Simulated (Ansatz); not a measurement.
# ZnS: thermal expansion

Aim: thermal expansion in the quasi-harmonic approximation. Runs: cell and atoms relaxed (PAW); reference run (PAW).

The COD entry's cell or inner coordinates are ideal or old and differ from later refinements, so a difference from it is no clean test against experiment.

Method: DFT PBEsol, frozen-core PAW, scalar-relativistic unless said, in Ansatz 0.2.0.

### Step 1. The starting structure

The structure is cubic, space group F-43m (No. 216). Conventional cell: a = 5.404 Å, b = 5.404 Å, c = 5.404 Å, α = 90.00°, β = 90.00°, γ = 90.00°. Zn (site symmetry -43m) is surrounded by 4 S at 2.34 Å. S (site symmetry -43m) has 4 Zn at 2.34 Å in its first shell of neighbours.

Coordinates:

```cif
data_structure
_symmetry_space_group_name_H-M 'F-43m'
_symmetry_Int_Tables_number 216
_cell_length_a 5.4040
_cell_length_b 5.4040
_cell_length_c 5.4040
_cell_angle_alpha 90.000
_cell_angle_beta 90.000
_cell_angle_gamma 90.000
_cell_volume 157.81
loop_
_atom_site_label
_atom_site_type_symbol
_atom_site_symmetry_multiplicity
_atom_site_Wyckoff_symbol
_atom_site_fract_x
_atom_site_fract_y
_atom_site_fract_z
_atom_site_occupancy
Zn1 Zn 4 c 0.25000 0.25000 0.25000 1
S1 S 4 a 0.00000 0.00000 0.00000 1
```

Cartesian axes are those of the input's lattice vectors. The structure goes back to a database entry.

### Step 2. Cell and atoms relaxed, PAW

input.yaml

```yaml
crystal:
  lattice:
    - [0.0, 2.702, 2.702]
    - [2.702, 0.0, 2.702]
    - [2.702, 2.702, 0.0]
  atoms:
    - { symbol: Zn, position: [0.75, 0.75, 0.75] }
    - { symbol: S, position: [0.0, 0.0, 0.0] }
kpoints:
  mp_grid: { grid: [12, 12, 12] }
scf:
  occupations: { method: fermi_dirac, width: 0.08 }
hamiltonian:
  xc: pbesol
  pseudopotentials: { kind: paw }
relax:
  f_tol: 0.002
  max_steps: 80
  cell: {}
output:
  forces: true
  stress: true
```

Run with:

```sh
$ ansatz run input.yaml --threads 2 --pin off --max-ram 5120MiB --backend cpu --events-out ev --progress --plain --runs-dir out
```

### Step 3. Reference run, PAW

input.yaml

```yaml
crystal:
  lattice:
    - [0.0, 2.67776959334, 2.67776959334]
    - [2.67776959334, 0.0, 2.67776959334]
    - [2.67776959334, 2.67776959334, 0.0]
  atoms:
    - { symbol: Zn, position: [0.75, 0.75, 0.75] }
    - { symbol: S, position: [0.0, 0.0, 0.0] }
kpoints:
  mp_grid: { grid: [8, 8, 8] }
scf:
  occupations: { method: fixed }
hamiltonian:
  xc: pbesol
  pseudopotentials: { kind: paw }
phonons:
  qmesh: [4, 4, 4]
  thermal_expansion: {}
  temperatures: { t_min: 0, t_max: 800, t_step: 50 }
```

**Question.** What will these runs give?

**Answer**, as computed:

```
                 quantity          value
volume expansion at 300 K  21.6 × 10⁻⁶/K
             K_T at 300 K         75 GPa
```

**Reading.** At 300 K the volume grows by 22 × 10⁻⁶ per kelvin, a third of that along each axis of the cubic cell. Anharmonicity beyond the change of volume is left out, which matters more as T rises. Cautions: frozen-core PAW files fitted under PBE, their cores solved anew for the functional of the run; expansion moves with the q mesh.
